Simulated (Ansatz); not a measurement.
LiH (NiAs type), relaxed with r2SCAN: it is hexagonal, P6_3/mmc (No. 194); a = 2.782 Å, c = 4.873 Å in the conventional setting, 8.16 Å³ an atom. Li is surrounded by 6 H at 2.02 Å; H is surrounded by 6 Li at 2.02 Å. One-shot G0W0@PBE in the plane-wave code Ansatz on a 6×6×4 mesh (contour deformation, no spin-orbit coupling), from a PBE gap of 4.355 eV over the mesh points (the G0W0 gap is indirect on the mesh); the number N of bands summed and the screening cutoff rise together. The cell comes from a prototype generator: it can be a known phase or a hypothetical one. Spin polarisation is off.

| N | cutoff (eV) | 1000/N | G0W0 gap (eV) |
| --- | --- | --- | --- |
| 57 | 80 | 17.544 | 6.196 |
| 126 | 140 | 7.937 | 6.319 |

**Lay a straight line in 1000/N through these rows.** The slope is -0.0128 eV per unit of 1000/N and the intercept 6.421 eV.

**Predict the gap at N = 229 (210 eV).** 6.421 + (-0.0128) × 4.367 = 6.365 eV; the run gives 6.378 eV, +0.013 eV from the line.

**With that run's result added, what limit do the last two rows suggest?** Their slope is (6.378 − 6.319)/(4.367 − 7.937) = -0.0165, which meets 1/N = 0 at 6.45 eV, against 6.421 eV from the first line. The slope steepens, so 1/N isn't yet asymptotic and the true limit probably lies higher still; the k mesh isn't extrapolated.
